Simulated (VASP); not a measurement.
# CdTe (F-43m) in VASP: a series of runs, part 2 of 2

VASP 6.6.1. The steps go on from the part before.

### Step 3. Born charges and dielectric tensor, PBE

Contents of INCAR:

```
  ALGO = Normal
  EDIFF = 1E-8
  ENCUT = 520
  GGA = PE
  IBRION = 8
  ISIF = 2
  ISMEAR = 0
  LASPH = T
  LCHARG = F
  LEPSILON = T
  LREAL = F
  LWAVE = F
  NELM = 100
  NSW = 1
  PREC = Accurate
  SIGMA = 0.02
```

Contents of KPOINTS:

```
k-points
0
Gamma
  2 2 2
```

Contents of POSCAR:

```
CdTe                                    
1.0
    0.0000000000      3.4122712665      3.4122712665
    3.4122712665      0.0000000000      3.4122712665
    3.4122712665      3.4122712665      0.0000000000
  Cd              Te            
     1     1
Direct
     0.0000000000000000    0.0000000000000000    0.0000000000000000
     0.2500000000000000    0.2500000000000000    0.2500000000000000
```

Potentials or basis: VASP PAW PBE potentials, release 64 (Cd, Te).

The run is started by

```
$ cat potpaw_PBE.64/Cd/POTCAR potpaw_PBE.64/Te/POTCAR > POTCAR
$ mpirun -np 1 vasp_std > vasp.out
```

OUTCAR:

```text
EDIFF = 1E-8
   ENCUT = 520
   GGA = PE
   IBRION = 8
   ISIF = 2
   ISMEAR = 0
   LASPH = T
   LEPSILON = T
   LREAL = F
   NELM = 100
   NSW = 1
   PREC = Accurate

 ion  position               nearest neighbor table
   1  0.000  0.000  0.000-   2 2.96   2 2.96   2 2.96   2 2.96
   2  0.250  0.250  0.250-   1 2.96   1 2.96   1 2.96   1 2.96

  LATTYP: Found a face centered cubic cell.
 ALAT       =     6.8245425330

  Lattice vectors:

 A1 = (   0.0000000000,   3.4122712665,   3.4122712665)
 A2 = (   3.4122712665,   0.0000000000,   3.4122712665)
 A3 = (   3.4122712665,   3.4122712665,   0.0000000000)

Analysis of symmetry for initial positions (statically):
=====================================================================
 Subroutine PRICEL returns:
 Original cell was already a primitive cell.

 Routine SETGRP: Setting up the symmetry group for a
 face centered cubic supercell.

 Subroutine GETGRP returns: Found 24 space group operations
 (whereof 24 operations were pure point group operations)
 out of a pool of 48 trial point group operations.

The static configuration has the point symmetry T_d .

Analysis of symmetry for dynamics (positions and initial velocities):
=====================================================================
 Subroutine PRICEL returns:
 Original cell was already a primitive cell.

 Routine SETGRP: Setting up the symmetry group for a
 face centered cubic supercell.

 Subroutine GETGRP returns: Found 24 space group operations
 (whereof 24 operations were pure point group operations)
[... 284 lines left out ...]
          XX          YY          ZZ          XY          YZ          ZX
  --------------------------------------------------------------------------------
  x    -0.00000     0.00000     0.00000     0.00000   -62.74497    -0.00000
  y     0.00000    -0.00000     0.00000     0.00000     0.00000   -62.74497
  z     0.00000     0.00000     0.00000   -62.74497     0.00000     0.00000

 BORN EFFECTIVE CHARGES (including local field effects) (in |e|, cummulative output)
 ---------------------------------------------------------------------------------
 ion    1
    1    75.20342     0.00000     0.00000
    2     0.00000    75.20342     0.00000
    3     0.00000     0.00000    75.20342
 ion    2
    1   -75.20342     0.00000     0.00000
    2     0.00000   -75.20342     0.00000
    3     0.00000     0.00000   -75.20342

 INTERNAL STRAIN TENSOR FOR ION    2 for displacements in x,y,z  (eV/Angst):
          X           Y           Z          XY          YZ          ZX
  --------------------------------------------------------------------------------
  x     0.00000    -0.00000    -0.00000     0.00000     1.65236     0.00000
  y     0.00000    -0.00000     0.00000     0.00000     0.00000     1.65236
  z     0.00000     0.00000     0.00000     1.65236     0.00000     0.00000

 SECOND DERIVATIVES (NOT SYMMETRIZED)
 ------------------------------------
               1X          1Y          1Z          2X          2Y          2Z
  1X    -1.944687    0.000000    0.000000    1.944687    0.000000    0.000000
  1Y     0.000000   -1.944687    0.000000    0.000000    1.944687    0.000000
  1Z     0.000000    0.000000   -1.944687    0.000000    0.000000    1.944687
  2X     1.960192    0.000000    0.000000   -1.960192    0.000000    0.000000
  2Y     0.000000    1.960192    0.000000    0.000000   -1.960192    0.000000
  2Z     0.000000    0.000000    1.960192    0.000000    0.000000   -1.960192

 Eigenvectors and eigenvalues of the dynamical matrix
 ----------------------------------------------------

   1 f  =    2.825346 THz    17.752173 2PiTHz   94.243401 cm-1    11.684687 meV
             X         Y         Z           dx          dy          dz
      0.000000  0.000000  0.000000     0.727780   -0.000000    0.000000
      1.706136  1.706136  1.706136    -0.685810    0.000000    0.000000
[... 21 lines left out ...]
   6 f/i=    0.005599 THz     0.035182 2PiTHz    0.186775 cm-1     0.023157 meV
             X         Y         Z           dx          dy          dz
      0.000000  0.000000  0.000000    -0.656243    0.199200    0.000000
      1.706136  1.706136  1.706136    -0.696404    0.211391    0.000000

--------------------------------------------------------------------------------------------------------

 MACROSCOPIC STATIC DIELECTRIC TENSOR IONIC CONTRIBUTION
 ------------------------------------------------------
        6596.285220    -0.000000     0.000000
          -0.000000  6596.285220     0.000000
           0.000000     0.000000  6596.285220
 ------------------------------------------------------

 ELASTIC MODULI CONTR FROM IONIC RELAXATION (kBar)
 Direction    XX          YY          ZZ          XY          YZ          ZX
 --------------------------------------------------------------------------------
 XX          -0.0000      0.0000     -0.0000     -0.0000      0.0000     -0.0000
 YY           0.0000     -0.0000      0.0000      0.0000      0.0000      0.0000
 ZZ          -0.0000      0.0000     -0.0000      0.0000      0.0000     -0.0000
 XY          -0.0000      0.0000      0.0000    -28.4518     -0.0000     -0.0000
 YZ           0.0000      0.0000      0.0000     -0.0000    -28.4518      0.0000
 ZX          -0.0000      0.0000     -0.0000     -0.0000      0.0000    -28.4518
 --------------------------------------------------------------------------------

 PIEZOELECTRIC TENSOR IONIC CONTR  for field in x, y, z        (C/m^2)
          XX          YY          ZZ          XY          YZ          ZX
  --------------------------------------------------------------------------------
  x     0.00000     0.00000     0.00000    -0.00000   -12.89070     0.00000
  y    -0.00000     0.00000    -0.00000    -0.00000     0.00000   -12.89070
  z    -0.00000     0.00000     0.00000   -12.89070    -0.00000    -0.00000
```

OSZICAR:

```text
N       E                     dE             d eps       ncg     rms          rms(c)
DAV:   1     0.102090207780E+03    0.10209E+03   -0.81208E+03    78   0.117E+03
DAV:   2     0.964484158749E-01   -0.10199E+03   -0.97699E+02    88   0.271E+02
DAV:   3    -0.411479889932E+01   -0.42112E+01   -0.42037E+01    98   0.573E+01
[... 12 lines left out ...]
RMM:   7    -0.516187345048E-01   -0.19310E-04   -0.91663E-08   209   0.279E-03    0.340E-04
RMM:   8    -0.516204470512E-01   -0.17125E-05    0.39778E-08   219   0.699E-04    0.127E-04
RMM:   9    -0.516215885632E-01   -0.11415E-05   -0.14422E-08   208   0.218E-04    0.110E-04
RMM:  10    -0.516219718882E-01   -0.38332E-06   -0.50695E-08   224   0.860E-05    0.201E-05
RMM:  11    -0.516220339241E-01   -0.62036E-07   -0.21903E-07   221   0.180E-05    0.103E-05
RMM:  12    -0.516220426997E-01   -0.87756E-08   -0.38757E-08   197   0.703E-06    0.106E-06
 Linear response finished
```

stdout:

```text
POSCAR found type information on POSCAR CdTe
 POSCAR found :  2 types and       2 ions
 scaLAPACK will be used
 LDA part: xc-table for (Slater+PW92), standard interpolation
 POSCAR, INCAR and KPOINTS ok, starting setup
 FFT: planning ... GRIDC
 FFT: planning ... GRID_SOFT
 FFT: planning ... GRID
 WAVECAR not read
 entering main loop
[... 24 lines left out ...]
 dielectric tensor                  component  3 :     4.460     0.004 10445.204
 Linear response DOF=           2
 Linear response progress:
 first order change of Fermi-energy   0.32647E-04
 force on displaced ion       1 direction 1 :  -1.945   0.000   0.000
 Born effective charge ion    1 direction 1 :  60.767   0.000   0.000
 Linear response progress:
 first order change of Fermi-energy  -0.28437E-04
 force on displaced ion       2 direction 1 :  -1.960  -0.000  -0.000
 Born effective charge ion    2 direction 1 : -84.758   0.000   0.000
 Born effective charges drift removed
 Linear response finished
```

It took 95 s on 1 thread of AMD EPYC 9R45 (Zen 5), shared host; peak memory 0.21 GiB.

What came out:

- Band gap on the k mesh: 0.15 eV, direct
- Electronic dielectric tensor (diagonal): 10445.20
- Born charges (mean of the diagonal): Cd +75.20; Te -75.20 e
- Highest phonon frequency at Γ, LO-TO splitting left out: 94 cm⁻¹

Levels at points of the mesh, in eV from the valence-band top:
| k point | band 6 | band 7 | band 8 | band 9 | band 10 | band 11 | band 12 | band 13 |
| --- | --- | --- | --- | --- | --- | --- | --- | --- |
| (0.00, 0.00, 0.00) | -8.10 | 0.00 | 0.00 | 0.00 | 0.15 | 4.45 | 4.45 | 4.45 |
| (0.50, 0.00, 0.00) | -7.80 | -3.77 | -0.60 | -0.60 | 1.48 | 5.02 | 5.02 | 6.73 |
| (0.50, 0.50, 0.00) | -7.69 | -3.78 | -1.45 | -1.45 | 2.48 | 2.73 | 8.09 | 8.20 |

Phonon frequencies in cm⁻¹ (negative: imaginary):
| q point | frequencies |
| --- | --- |
| (0.000, 0.000, 0.000) | 0 0 0 94 94 94 |

Electronic dielectric tensor:
```
10445.20     0.00     0.00
    0.00 10445.20     0.00
    0.00     0.00 10445.20
```

Born effective charge tensors (e):
atom 1, Cd
```
75.20  0.00  0.00
 0.00 75.20  0.00
 0.00  0.00 75.20
```
atom 2, Te
```
-75.20   0.00   0.00
  0.00 -75.20   0.00
  0.00   0.00 -75.20
```

Caveat: the k mesh is coarse (spacing up to 0.80 Å⁻¹), so the values aren't converged; the gap is small at this level, which inflates the dielectric constant; spin-orbit coupling is left out, which moves the levels of the heavy elements.
